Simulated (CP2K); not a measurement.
**MoS2 under changes of volume**

One of the cells (17.728 Å³/atom); the others are scaled copies at fixed shape and fractional positions:

```
Mo S
1.0
     6.41491    0.00000    0.00000
     5.63659    3.06265    0.00000
     5.63659    1.43243    2.70702
Mo S
1 2
Direct
  0.00000 0.00000 0.00000
  0.41700 0.41700 0.41700
  0.25000 0.25000 0.25000
```

Measurements of this composition are mostly on another form, of space group No. 194.

| Property | Result |
| --- | --- |
| Program | CP2K 2026.2 |
| Functional | PBEsol |
| Potentials or basis | POTENTIAL_UZH Mo GTH-PBE-q14, S GTH-PBE-q6; TZVP-MOLOPT-PBE-GTH basis |
| Density cutoff | 6123 eV |
| k mesh | 10 × 10 × 10 |
| Occupations | fermi-dirac, width 0.05 eV |
| Spin | no spin polarisation |

| volume (Å³/atom) | energy over the lowest point (meV/atom) | pressure (GPa) | gap on the mesh (eV) | largest force (eV/Å) |
| --- | --- | --- | --- | --- |
| 16.664 | ? | ? | ? | ? |
| 17.019 | 29.82 | 10.0 | 0.87 | 1.329 |
| 17.373 | 12.03 | 6.1 | 0.89 | 0.928 |
| 17.728 | 2.36 | 2.7 | 0.91 | 0.556 |
| 18.083 | 0.00 | -0.5 | 0.93 | 0.212 |
| 18.437 | 4.21 | -3.3 | 0.95 | 0.189 |
| 18.792 | 14.32 | -5.8 | 0.96 | 0.481 |

Q: What does the run at 16.664 Å³/atom give?

A: Energy over the lowest point 56.63 meV/atom; pressure 14.3 GPa; gap on the mesh 0.84 eV; largest force 1.762 eV/Å.

Worked out: A Birch-Murnaghan fit of order 3 (a polynomial in V^(-2/3)) to the other rows has its minimum at 18.03 Å³/atom with B0 = V·E''(V) = 153 GPa and B' = 4.5 at fixed shape and positions, which overstates the stiffness. It gives 56.76 meV/atom at 16.664 Å³/atom, against the run's 56.63, and -dE/dV = 14.4 GPa, against 14.3. A straight line through the other rows of the gap, of slope 0.938 eV per unit of ln V, extrapolates to 0.85 eV, against the run's 0.84.

Energies are extrapolated to zero smearing.

Caveats: the potentials were made for another functional, which shifts forces and pressure; the basis of atomic orbitals isn't converged, which shifts pressures, moduli and gaps.

A mesh can miss the band edges. Spin-orbit coupling on Mo is left out.
